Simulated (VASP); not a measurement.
Set up this calculation in VASP 6.6.1, as the native input.

- Task: single point
- Functional: PBE
- Potentials or basis: VASP PAW PBE potentials, release 64 (K_sv, Mg, F)
- Cutoff: 520 eV
- k mesh: 7 × 7 × 7
- Occupations: fermi-dirac, width 0.05 eV
- Spin: no spin polarisation
- Further INCAR settings: ALGO = Normal; EDIFF = 1e-07; NBANDS = 24

The structure of KMgF3 lies in POSCAR:

```
KMgF3
1.0
    3.9859000000      0.0000000000      0.0000000000
    0.0000000000      3.9859000000      0.0000000000
    0.0000000000      0.0000000000      3.9859000000
K Mg F
1 1 3
Direct
    0.5000000000      0.5000000000      0.5000000000
    0.0000000000      0.0000000000      0.0000000000
    0.0000000000      0.0000000000      0.5000000000
    0.0000000000      0.5000000000      0.0000000000
    0.5000000000      0.0000000000      0.0000000000
```

The input as run:

INCAR

```
SYSTEM = KMgF3
ALGO = Normal ; EDIFF = 1E-7
ENCUT = 520 ; GGA = PE
ISIF = 2 ; ISMEAR = -1
LASPH = .True. ; LCHARG = .False.
LREAL = .False. ; LWAVE = .False.
NBANDS = 24 ; NELM = 60
PREC = Accurate ; SIGMA = 0.05
```

KPOINTS

```
k-points
0
Gamma
  7 7 7
  0 0 0
```

Potentials or basis: VASP PAW PBE potentials, release 64 (K_sv, Mg, F).

Run with:

```bash
$ cat potpaw_PBE.64/K_sv/POTCAR potpaw_PBE.64/Mg/POTCAR potpaw_PBE.64/F/POTCAR > POTCAR
$ mpirun -np 1 vasp_std > vasp.out
```

It gave:

```yaml
Pressure: 3.4 GPa
Band_gap_on_the_k_mesh: 7.34 eV, indirect (least direct gap 7.63 eV)
```

Caveat: an odd mesh through Γ misses points on the zone boundary, where band edges often lie.

Run time: 15 s on 1 thread of AMD EPYC 9R45 (Zen 5) (shared host), peak memory 0.15 GiB.
